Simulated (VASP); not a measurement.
# Au: relaxation of the atoms with BLYP+D3(BJ)

Au, a sheet with vacuum:

```
Au
1.0
     2.66227    0.00000    0.00000
     0.00000    2.66170    0.00000
     0.00000    0.00000   23.80000
Au
1
Direct
  0.00000 0.50000 0.29412
```

The cell was built by a generator and needn't be a form met in nature.

```yaml
Program: VASP 6.6.1
Task: relaxation of the atoms
Functional: BLYP
Dispersion: D3(BJ)
Potentials_or_basis: VASP PAW PBE potentials, release 64 (Au)
Cutoff: 520 eV
k_mesh: 10 × 10 × 1
Occupations: fermi-dirac, width 0.05 eV
Spin: no spin polarisation
Dipole_correction: yes
Atoms_held_fixed_from_0: "[0]"
Further_INCAR_settings: ALGO = Normal; EDIFF = 1e-07; IBRION = 2; EDIFFG = -0.01; NSW = 40
```

```json
{
  "Band gap on the k mesh": "none (metal or under the smearing width)",
  "Dispersion energy per atom": "-0.492 eV"
}
```

Final structure:
```
CELL_PARAMETERS angstrom
2.66227 0.00000 0.00000
0.00000 2.66170 0.00000
0.00000 0.00000 23.80000
ATOMIC_POSITIONS crystal
Au 0.00000 0.50000 0.29412
```

Levels at points of the mesh, in eV from the Fermi level:
| k point | band 1 | band 2 | band 3 | band 4 | band 5 | band 6 | band 7 | band 8 | band 9 |
| --- | --- | --- | --- | --- | --- | --- | --- | --- | --- |
| (0.00, 0.00, 0.00) | -6.38 | -5.45 | -2.67 | -1.32 | -1.32 | -0.70 | 1.78 | 5.34 | 5.71 |
| (0.50, 0.00, 0.00) | -5.07 | -3.85 | -2.34 | -1.84 | -1.08 | 1.89 | 3.89 | 6.66 | 9.75 |
| (0.00, 0.50, 0.00) | -5.07 | -3.85 | -2.34 | -1.84 | -1.08 | 1.90 | 3.90 | 6.66 | 9.75 |
| (0.50, 0.50, 0.00) | -5.25 | -3.26 | -3.25 | -1.45 | 0.61 | 6.72 | 6.72 | 9.26 | 11.81 |

It took 86 s on 1 thread of Intel(R) Xeon(R) Platinum 8259CL CPU @ 2.50GHz (Skylake/Cascade Lake), with other jobs on the host, peak memory 0.27 GiB.

Caveat: the relaxation stopped at its first step, so nothing moved. The run has no spin-orbit coupling, so splittings on Au are missing.
